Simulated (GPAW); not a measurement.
The system is AgCl (Chlorargyrite).

```
Ag Cl
1.0
     0.00000    2.73500    2.73500
     2.73500    0.00000    2.73500
     2.73500    2.73500    0.00000
Ag Cl
1 1
Direct
  0.00000 0.00000 0.00000
  0.50000 0.50000 0.50000
```

Base run:

| Quantity | Value |
| --- | --- |
| Program | GPAW 26.7.0 |
| Functional | LDA |
| Potentials or basis | the program's PAW data sets (release 1.2.1) made for this functional |
| Cutoff | 600 eV |
| Basis | pw |
| k mesh | 8 × 8 × 8 |
| Occupations | fermi-dirac, width 0.05 eV |
| Spin | no spin polarisation |

Its results: band gap on the k mesh 0.60 eV, indirect (least direct gap 3.08 eV); pressure -3.7 GPa.

**Question.** After a change of settings the same cell gave: band gap on the k mesh 0.68 eV, indirect (least direct gap 3.10 eV); pressure -4.2 GPa. Which change was it?
A. functional from LDA to r2SCAN; potentials or basis from the program's PAW data sets (release 1.2.1) made for this functional to GPAW PAW data sets (gpaw-data 1.2.1)
B. cutoff from 600 eV to 450 eV; k mesh from 8 × 8 × 8 to 7 × 7 × 7
C. functional from LDA to PBE; potentials or basis from the program's PAW data sets (release 1.2.1) made for this functional to GPAW PAW data sets (gpaw-data 1.2.1)
D. functional from LDA to PBEsol; potentials or basis from the program's PAW data sets (release 1.2.1) made for this functional to PAW data sets generated in the run's folder for this functional

**Answer.** B.

Caveats: the cutoff is short for stress and forces, so pressures can be off by a GPa or more (some runs); an odd mesh through Γ misses points on the zone boundary, where band edges often lie (some runs).

Not every run made on this cell is shown here.
